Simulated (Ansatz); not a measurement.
**PbO: what the numbers say**

Computed with Ansatz (plane waves, PAW, 420 eV cutoff): PBE, scalar-relativistic, no spin polarisation, 8×8×6 k-mesh, Gaussian smearing of 0.05 eV. The datasets are Ansatz's generated set soft_2.

The Crystallography Open Database holds a cell of this formula and space group, from which this one stands far in volume, proportions or bonds. The database's entry of this formula in the relaxed cell's space group, P4/nmm, has axes of 3.967 × 3.967 × 4.992 Å and 19.64 Å³/atom (1985), the relaxed one 4.057 × 4.057 × 5.597 Å and 23.03.

The relaxed structure (symmetry read at 0.01 Å). Symmetry: P4/nmm, No. 129, tetragonal system. The conventional cell has a = 4.057 Å, b = 4.057 Å, c = 5.597 Å, α = 90.00°, β = 90.00°, γ = 90.00°. Pb (site symmetry 4mm) has 4 O at 2.35 Å as nearest neighbours. O (site symmetry -4m2) is surrounded by 4 Pb at 2.35 Å. (Neighbours are counted to 15 % beyond the shortest distance.)

Task: What kind of gap is it?

Result: It is indirect: 1.80 eV, against 1.91 eV for the smallest direct gap. Within 0.6 eV of the edges the projected states are 66 % O 2p at the top of the valence band and 73 % Pb 6p at the bottom of the conduction band. The valence edge mixes anion p with metal states, so the bond is partly covalent and the gap isn't a plain transfer from O to Pb.

Task: How ionic is it?

Result: Bader charges against formal ones: Pb +1.17 (+2), O −1.17 (−2). The cations give up 58 % of the formal charge; Bader charges stay under formal ones because the anions' density reaches into the cations' basins, the more so the higher the formal charge and the softer the anion.

All results together:

| Item | Value |
| --- | --- |
| Volume | 23.03 Å³/atom |
| Band gap | 1.80 eV |
| Smallest direct gap | 1.91 eV |
| Bader charges | Pb 1.17; O -1.17 e |
| Formation energy from the elements (0 K, uncorrected) | -1.09 eV/atom |
| Shear modulus (Hill) | 9.1 GPa |
| Young's modulus | 23 GPa |
| Poisson's ratio | 0.26 |
| Elastically stable | barely (least eigenvalue 1.9 GPa), so the shear moduli are uncertain |

Semilocal functionals underestimate band gaps, commonly by a third or more. No spin–orbit coupling, a notable omission for heavy elements. The structure is layered, and this functional has no dispersion term, so the layers' spacing is poorly fixed, often too long, and so is what hangs on it.
